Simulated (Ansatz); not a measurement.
# Copper, diamond under BLYP: ground state and equation of state, part 2 of 2

What does BLYP give for copper in the diamond structure? We relax it, solve it on a dense k-mesh, then scale the cell to 7 volumes from 88 to 112 % of the relaxed one and try a fit of the equation of state. Spin polarisation is left out. The k-meshes are 11×11×11 for the relaxation; 16×16×16 for the dense run; 11×11×11 for the volumes.

Ansatz 0.2.0; DFT, BLYP, plane waves (420 eV) with PAW, scalar-relativistic. The steps go on from the part before.

### 4 At 88 % of the relaxed volume

This is Cu in the diamond structure; at room conditions it is fcc.

Input file input.yaml:

```yaml
crystal:
  lattice:
    - [0.0, 2.6209964592, 2.6209964592]
    - [2.6209964592, 0.0, 2.6209964592]
    - [2.6209964592, 2.6209964592, 0.0]
  atoms:
    - { symbol: Cu, position: [0.125, 0.125, 0.125] }
    - { symbol: Cu, position: [0.875, 0.875, 0.875] }
hamiltonian:
  xc: blyp
  pseudopotentials:
    kind: paw
    azcp:
      Cu: "pseudopotentials/Cu.paw.azcp"
basis:
  ecutwfc: 420
  fft_grid_basis: typed
kpoints:
  mp_grid: { grid: [11, 11, 11], shift: [0, 0, 0] }
magnetization:
  spin_polarized: false
scf:
  occupations: { method: fermi_dirac, width: 0.1 }
  lower_state_search: "off"
output:
  stress: true
```

Output, shortened:

```text
Warning: RAYON_NUM_THREADS=2 ignored (pool sized by the plan → 2); use --threads N
[...]
Pseudopotentials: kind: paw
Pseudopotential: Cu, paw, valence charge 19, recommended cutoff 420 eV (normal), <dir>
Functional definition: BLYP
[...]
Crystal: 2 atoms, lattice volume = 36.011 Å³
Basis set: ecut = 420 eV, 725 PW (Γ), exchange–correlation on 50×50×50 points (8 copies of the dense FFT grid, shifted against one another)
Bands: 23, of which v1, the nominal top of the filled ones, is band 19 counted from 1 (18 counted from 0)
Symmetry: 48 space group operations
Space group: Fd-3m (ITA 227), of the structure as read, at distance tolerance 3.3e-5 Å
k-points: 56 of 1331
[...]
SCF iter   1: F=—  HF=-13266.892537 eV  |F-HF|=—  |Δ(HF+E_count)|=         —  Δρ=1.32e-2  dr2=6.18e-2  ethr=1.77e-3  ⟨swp⟩=5.1  Hψ=4955  notcnv=0
[...]
SCF iter   8: F=-13266.880153 eV  HF=-13266.880153 eV  |F-HF|=2.23e-8  |Δ(HF+E_count)|=   5.74e-7  Δρ=3.84e-6  dr2=3.51e-9  ethr=2.63e-10  ⟨swp⟩=4.0  Hψ=4324  notcnv=0
[...]
SCF converged after 8 iterations
Free energy (F): -13266.880153 eV
[...]
E sigma→0 (E₀):  -13266.867313 eV
Entropy (-TS):   -0.025680 eV (-12.840 meV/atom)
Fermi energy:    9.690455 eV
[...]
--- Stress (GPa, compression-positive) ---
        7.813771       0.000000      -0.000000
        0.000000       7.813771       0.000000
        0.000000      -0.000000       7.813771
  P = ⅓ Tr σ = 7.8138 GPa (78.138 kbar)
```

Wall time 0.74 s (2 threads of AMD EPYC 9R45 (Zen 5), shared host); peak memory 0.39 GiB.

### 5 At 92 % of the relaxed volume

Changes to input.yaml since step 4:

```diff
@@ -2,5 +2,5 @@
   lattice:
-    - [0.0, 2.6209964592, 2.6209964592]
-    - [2.6209964592, 0.0, 2.6209964592]
-    - [2.6209964592, 2.6209964592, 0.0]
+    - [0.0, 2.6601215775, 2.6601215775]
+    - [2.6601215775, 0.0, 2.6601215775]
+    - [2.6601215775, 2.6601215775, 0.0]
   atoms:
@@ -26 +26,5 @@
   stress: true
+  write_density: true
+  write_potential: true
+  elf: true
+  volumetric_format: npy
```

Output, shortened:

```text
Warning: RAYON_NUM_THREADS=2 ignored (pool sized by the plan → 2); use --threads N
[...]
[... 3 set-up lines as earlier in the session ...]
[...]
Crystal: 2 atoms, lattice volume = 37.647 Å³
Basis set: ecut = 420 eV, 725 PW (Γ), exchange–correlation on 54×54×54 points (8 copies of the dense FFT grid, shifted against one another)
Bands: 23, of which v1, the nominal top of the filled ones, is band 19 counted from 1 (18 counted from 0)
[... 2 set-up lines as earlier in the session ...]
k-points: 56 of 1331
[...]
SCF iter   1: F=—  HF=-13266.954884 eV  |F-HF|=—  |Δ(HF+E_count)|=         —  Δρ=1.28e-2  dr2=6.19e-2  ethr=1.77e-3  ⟨swp⟩=5.0  Hψ=4957  notcnv=0
[...]
SCF iter   8: F=-13266.942677 eV  HF=-13266.942677 eV  |F-HF|=2.44e-8  |Δ(HF+E_count)|=   5.78e-7  Δρ=4.00e-6  dr2=4.25e-9  ethr=2.63e-10  ⟨swp⟩=8.9  Hψ=8750  notcnv=0
[...]
SCF converged after 8 iterations
Free energy (F): -13266.942677 eV
[...]
E sigma→0 (E₀):  -13266.929665 eV
Entropy (-TS):   -0.026023 eV (-13.011 meV/atom)
Fermi energy:    9.057287 eV
[...]
--- Stress (GPa, compression-positive) ---
        4.560062      -0.000000       0.000000
       -0.000000       4.560062       0.000000
        0.000000      -0.000000       4.560062
  P = ⅓ Tr σ = 4.5601 GPa (45.601 kbar)
--- Band table (eV; the first three rows and the last of 56) ---
  k-point 0: bands = ["-102.8289", "-102.7897", "-60.3375", "-60.3375", "-60.3375", "-60.2401", "-60.2401", "-60.2401", "2.7327", "6.0298", "6.0298", "6.0298", "6.0360", "6.0360", "7.1461", "7.1461", "7.1461", "7.8112", "7.8112", "18.8772", "18.8772", "18.8772", "19.7918"]
[...]
```

It took 1 s on 2 threads of AMD EPYC 9R45 (Zen 5), shared host; peak memory 0.4 GiB.

### 6 At 96 % of the relaxed volume

Changes to input.yaml since step 5:

```diff
@@ -2,5 +2,5 @@
   lattice:
-    - [0.0, 2.6601215775, 2.6601215775]
-    - [2.6601215775, 0.0, 2.6601215775]
-    - [2.6601215775, 2.6601215775, 0.0]
+    - [0.0, 2.6981284493, 2.6981284493]
+    - [2.6981284493, 0.0, 2.6981284493]
+    - [2.6981284493, 2.6981284493, 0.0]
   atoms:
```

Output, shortened:

```text
Warning: RAYON_NUM_THREADS=2 ignored (pool sized by the plan → 2); use --threads N
[...]
[... 3 set-up lines as earlier in the session ...]
[...]
Crystal: 2 atoms, lattice volume = 39.284 Å³
Basis set: ecut = 420 eV, 749 PW (Γ), exchange–correlation on 54×54×54 points (8 copies of the dense FFT grid, shifted against one another)
Bands: 23, of which v1, the nominal top of the filled ones, is band 19 counted from 1 (18 counted from 0)
[... 2 set-up lines as earlier in the session ...]
k-points: 56 of 1331
[...]
SCF iter   1: F=—  HF=-13266.987494 eV  |F-HF|=—  |Δ(HF+E_count)|=         —  Δρ=1.23e-2  dr2=6.11e-2  ethr=1.77e-3  ⟨swp⟩=4.9  Hψ=4953  notcnv=0
[...]
SCF iter   7: F=-13266.975721 eV  HF=-13266.975721 eV  |F-HF|=1.04e-9  |Δ(HF+E_count)|=   1.25e-7  Δρ=4.61e-6  dr2=6.84e-9  ethr=2.63e-10  ⟨swp⟩=9.0  Hψ=9217  notcnv=0
[...]
SCF converged after 7 iterations
Free energy (F): -13266.975721 eV
[...]
E sigma→0 (E₀):  -13266.962617 eV
Entropy (-TS):   -0.026208 eV (-13.104 meV/atom)
Fermi energy:    8.480693 eV
[...]
--- Stress (GPa, compression-positive) ---
        2.012955      -0.000000       0.000000
        0.000000       2.012955      -0.000000
        0.000000      -0.000000       2.012955
  P = ⅓ Tr σ = 2.0130 GPa (20.130 kbar)
--- Band table (eV; the first three rows and the last of 56) ---
  k-point 0: bands = ["-103.3118", "-103.2793", "-60.8171", "-60.8171", "-60.8171", "-60.7331", "-60.7331", "-60.7331", "2.3766", "5.5901", "5.5901", "5.5901", "5.6021", "5.6021", "6.6459", "6.6459", "6.6459", "7.2648", "7.2648", "18.0061", "18.0061", "18.0061", "18.9604"]
[...]
```

It took 0.99 s on 2 threads of AMD EPYC 9R45 (Zen 5), shared host; peak memory 0.4 GiB.

### 7 At 100 % of the relaxed volume

Changes to input.yaml since step 6:

```diff
@@ -2,5 +2,5 @@
   lattice:
-    - [0.0, 2.6981284493, 2.6981284493]
-    - [2.6981284493, 0.0, 2.6981284493]
-    - [2.6981284493, 2.6981284493, 0.0]
+    - [0.0, 2.7350937064, 2.7350937064]
+    - [2.7350937064, 0.0, 2.7350937064]
+    - [2.7350937064, 2.7350937064, 0.0]
   atoms:
```

Output, shortened:

```text
Warning: RAYON_NUM_THREADS=2 ignored (pool sized by the plan → 2); use --threads N
[...]
[... 3 set-up lines as earlier in the session ...]
[...]
Crystal: 2 atoms, lattice volume = 40.921 Å³
Basis set: ecut = 420 eV, 821 PW (Γ), exchange–correlation on 54×54×54 points (8 copies of the dense FFT grid, shifted against one another)
Bands: 23, of which v1, the nominal top of the filled ones, is band 19 counted from 1 (18 counted from 0)
[... 2 set-up lines as earlier in the session ...]
k-points: 56 of 1331
[...]
SCF iter   1: F=—  HF=-13266.996904 eV  |F-HF|=—  |Δ(HF+E_count)|=         —  Δρ=1.18e-2  dr2=5.97e-2  ethr=1.77e-3  ⟨swp⟩=4.9  Hψ=4982  notcnv=0
[...]
SCF iter   7: F=-13266.985662 eV  HF=-13266.985662 eV  |F-HF|=9.46e-11  |Δ(HF+E_count)|=   1.41e-7  Δρ=4.37e-6  dr2=6.51e-9  ethr=2.63e-10  ⟨swp⟩=9.0  Hψ=9157  notcnv=0
[...]
SCF converged after 7 iterations
Free energy (F): -13266.985662 eV
[...]
E sigma→0 (E₀):  -13266.972534 eV
Entropy (-TS):   -0.026256 eV (-13.128 meV/atom)
Fermi energy:    7.953200 eV
[...]
--- Stress (GPa, compression-positive) ---
        0.015722      -0.000000      -0.000000
       -0.000000       0.015722      -0.000000
        0.000000      -0.000000       0.015722
  P = ⅓ Tr σ = 0.0157 GPa (0.157 kbar)
--- Band table (eV; the first three rows and the last of 56) ---
  k-point 0: bands = ["-103.7546", "-103.7276", "-61.2572", "-61.2572", "-61.2572", "-61.1844", "-61.1844", "-61.1844", "2.0525", "5.1866", "5.1866", "5.1866", "5.2032", "5.2032", "6.1870", "6.1870", "6.1870", "6.7644", "6.7644", "17.2052", "17.2052", "17.2052", "18.1938"]
[...]
```

It took 0.97 s on 2 threads of AMD EPYC 9R45 (Zen 5), shared host; peak memory 0.41 GiB.

### 8 At 104 % of the relaxed volume

Changes to input.yaml since step 7:

```diff
@@ -2,5 +2,5 @@
   lattice:
-    - [0.0, 2.7350937064, 2.7350937064]
-    - [2.7350937064, 0.0, 2.7350937064]
-    - [2.7350937064, 2.7350937064, 0.0]
+    - [0.0, 2.771085909, 2.771085909]
+    - [2.771085909, 0.0, 2.771085909]
+    - [2.771085909, 2.771085909, 0.0]
   atoms:
@@ -26,5 +26 @@
   stress: true
-  write_density: true
-  write_potential: true
-  elf: true
-  volumetric_format: npy
```

Output, shortened:

```text
Warning: RAYON_NUM_THREADS=2 ignored (pool sized by the plan → 2); use --threads N
[...]
[... 3 set-up lines as earlier in the session ...]
[...]
Crystal: 2 atoms, lattice volume = 42.558 Å³
Basis set: ecut = 420 eV, 869 PW (Γ), exchange–correlation on 54×54×54 points (8 copies of the dense FFT grid, shifted against one another)
Bands: 23, of which v1, the nominal top of the filled ones, is band 19 counted from 1 (18 counted from 0)
[... 1 set-up line as earlier in the session ...]
Space group: Fd-3m (ITA 227), of the structure as read, at distance tolerance 3.5e-5 Å
k-points: 56 of 1331
[...]
SCF iter   1: F=—  HF=-13266.988071 eV  |F-HF|=—  |Δ(HF+E_count)|=         —  Δρ=1.13e-2  dr2=5.80e-2  ethr=1.77e-3  ⟨swp⟩=4.9  Hψ=4992  notcnv=0
[...]
SCF iter   7: F=-13266.977480 eV  HF=-13266.977480 eV  |F-HF|=1.05e-9  |Δ(HF+E_count)|=   1.20e-7  Δρ=3.56e-6  dr2=4.86e-9  ethr=2.63e-10  ⟨swp⟩=4.1  Hψ=4637  notcnv=0
[...]
SCF converged after 7 iterations
Free energy (F): -13266.977480 eV
[...]
E sigma→0 (E₀):  -13266.964372 eV
Entropy (-TS):   -0.026216 eV (-13.108 meV/atom)
Fermi energy:    7.468469 eV
[...]
--- Stress (GPa, compression-positive) ---
       -1.550977       0.000000       0.000000
        0.000000      -1.550977       0.000000
        0.000000      -0.000000      -1.550977
  P = ⅓ Tr σ = -1.5510 GPa (-15.510 kbar)
```

Wall time 0.76 s (2 threads of AMD EPYC 9R45 (Zen 5), shared host); peak memory 0.39 GiB.

### 9 At 108 % of the relaxed volume

Changes to input.yaml since step 8:

```diff
@@ -2,5 +2,5 @@
   lattice:
-    - [0.0, 2.771085909, 2.771085909]
-    - [2.771085909, 0.0, 2.771085909]
-    - [2.771085909, 2.771085909, 0.0]
+    - [0.0, 2.8061666699, 2.8061666699]
+    - [2.8061666699, 0.0, 2.8061666699]
+    - [2.8061666699, 2.8061666699, 0.0]
   atoms:
@@ -26 +26,5 @@
   stress: true
+  write_density: true
+  write_potential: true
+  elf: true
+  volumetric_format: npy
```

Output, shortened:

```text
Warning: RAYON_NUM_THREADS=2 ignored (pool sized by the plan → 2); use --threads N
[...]
[... 3 set-up lines as earlier in the session ...]
[...]
Crystal: 2 atoms, lattice volume = 44.195 Å³
Basis set: ecut = 420 eV, 869 PW (Γ), exchange–correlation on 54×54×54 points (8 copies of the dense FFT grid, shifted against one another)
Bands: 23, of which v1, the nominal top of the filled ones, is band 19 counted from 1 (18 counted from 0)
[... 2 set-up lines as earlier in the session ...]
k-points: 56 of 1331
[...]
SCF iter   1: F=—  HF=-13266.964978 eV  |F-HF|=—  |Δ(HF+E_count)|=         —  Δρ=1.07e-2  dr2=5.61e-2  ethr=1.77e-3  ⟨swp⟩=4.9  Hψ=4988  notcnv=0
[...]
SCF iter   7: F=-13266.955092 eV  HF=-13266.955092 eV  |F-HF|=1.74e-9  |Δ(HF+E_count)|=   8.30e-8  Δρ=2.61e-6  dr2=2.92e-9  ethr=2.63e-10  ⟨swp⟩=8.8  Hψ=8703  notcnv=0
[...]
SCF converged after 7 iterations
Free energy (F): -13266.955092 eV
[...]
E sigma→0 (E₀):  -13266.942018 eV
Entropy (-TS):   -0.026148 eV (-13.074 meV/atom)
Fermi energy:    7.021326 eV
[...]
--- Stress (GPa, compression-positive) ---
       -2.778618      -0.000000      -0.000000
       -0.000000      -2.778618      -0.000000
        0.000000      -0.000000      -2.778618
  P = ⅓ Tr σ = -2.7786 GPa (-27.786 kbar)
--- Band table (eV; the first three rows and the last of 56) ---
  k-point 0: bands = ["-104.5385", "-104.5195", "-62.0372", "-62.0372", "-62.0372", "-61.9820", "-61.9820", "-61.9820", "1.4846", "4.4709", "4.4709", "4.4709", "4.4940", "4.4940", "5.3738", "5.3738", "5.3738", "5.8796", "5.8796", "15.7849", "15.7849", "15.7849", "16.8295"]
[...]
```

It took 0.98 s on 2 threads of AMD EPYC 9R45 (Zen 5), shared host; peak memory 0.41 GiB.

### 10 At 112 % of the relaxed volume

Changes to input.yaml since step 9:

```diff
@@ -2,5 +2,5 @@
   lattice:
-    - [0.0, 2.8061666699, 2.8061666699]
-    - [2.8061666699, 0.0, 2.8061666699]
-    - [2.8061666699, 2.8061666699, 0.0]
+    - [0.0, 2.8403915877, 2.8403915877]
+    - [2.8403915877, 0.0, 2.8403915877]
+    - [2.8403915877, 2.8403915877, 0.0]
   atoms:
```

Output, shortened:

```text
Warning: RAYON_NUM_THREADS=2 ignored (pool sized by the plan → 2); use --threads N
[...]
[... 3 set-up lines as earlier in the session ...]
[...]
Crystal: 2 atoms, lattice volume = 45.832 Å³
Basis set: ecut = 420 eV, 893 PW (Γ), exchange–correlation on 54×54×54 points (8 copies of the dense FFT grid, shifted against one another)
Bands: 23, of which v1, the nominal top of the filled ones, is band 19 counted from 1 (18 counted from 0)
[... 1 set-up line as earlier in the session ...]
Space group: Fd-3m (ITA 227), of the structure as read, at distance tolerance 3.6e-5 Å
k-points: 56 of 1331
[...]
SCF iter   1: F=—  HF=-13266.930742 eV  |F-HF|=—  |Δ(HF+E_count)|=         —  Δρ=1.02e-2  dr2=5.42e-2  ethr=1.77e-3  ⟨swp⟩=4.9  Hψ=4992  notcnv=0
[...]
SCF iter   7: F=-13266.921600 eV  HF=-13266.921600 eV  |F-HF|=2.03e-9  |Δ(HF+E_count)|=   6.40e-8  Δρ=1.97e-6  dr2=1.91e-9  ethr=2.63e-10  ⟨swp⟩=8.6  Hψ=8380  notcnv=0
[...]
SCF converged after 7 iterations
Free energy (F): -13266.921600 eV
[...]
E sigma→0 (E₀):  -13266.908553 eV
Entropy (-TS):   -0.026094 eV (-13.047 meV/atom)
Fermi energy:    6.607525 eV
[...]
--- Stress (GPa, compression-positive) ---
       -3.737536       0.000000       0.000000
       -0.000000      -3.737536      -0.000000
        0.000000      -0.000000      -3.737536
  P = ⅓ Tr σ = -3.7375 GPa (-37.375 kbar)
--- Band table (eV; the first three rows and the last of 56) ---
  k-point 0: bands = ["-104.8871", "-104.8710", "-62.3845", "-62.3845", "-62.3845", "-62.3361", "-62.3361", "-62.3361", "1.2347", "4.1520", "4.1520", "4.1520", "4.1773", "4.1773", "5.0117", "5.0117", "5.0117", "5.4865", "5.4865", "15.1524", "15.1524", "15.1524", "16.2193"]
[...]
```

It took 1.1 s on 2 threads of AMD EPYC 9R45 (Zen 5), shared host; peak memory 0.37 GiB.

### 11 Fitting the volumes

All volumes keep the relaxed shape and fractional coordinates.

```csv
V (Å³/atom),E − E₀ (meV/atom),P from the stress (GPa),P from the fit (GPa)
18.005,52.6,7.81,7.79
18.824,21.4,4.56,4.55
19.642,5.0,2.01,2.01
20.461,0.0,0.02,0.01
21.279,4.1,-1.55,-1.55
22.097,15.3,-2.78,-2.78
22.916,32.0,-3.74,-3.74
```

Fit (Birch-Murnaghan, third order): V₀ = 20.467 Å³/atom, B₀ = 44 GPa, B₀′ = 5.1, largest residual 0.01 meV/atom.

### 12 What came out

This closing draws on all 2 parts.

| quantity | value |
| --- | --- |
| space group (spins left aside) | Fd-3m (No. 227) |
| conventional cell | a = 5.470 Å |
| volume | 20.461 Å³/atom |
| shortest distance | 2.369 Å |
| gap on the mesh | none (levels filled in part) |
| relative to fcc | +696 meV/atom |
| V₀, B₀, B₀′ | 20.467 Å³/atom, 44 GPa, 5.1 |

**Reading.** The relaxation enlarged the cell by 28.3 % in volume. It lies 696 meV/atom above the element's reference form at the same level (fcc, from a run of its own). No gap shows: it is a metal or semimetal at this level. The fitted modulus is 44 GPa. Relaxation kept the symmetry; phonons were not checked.
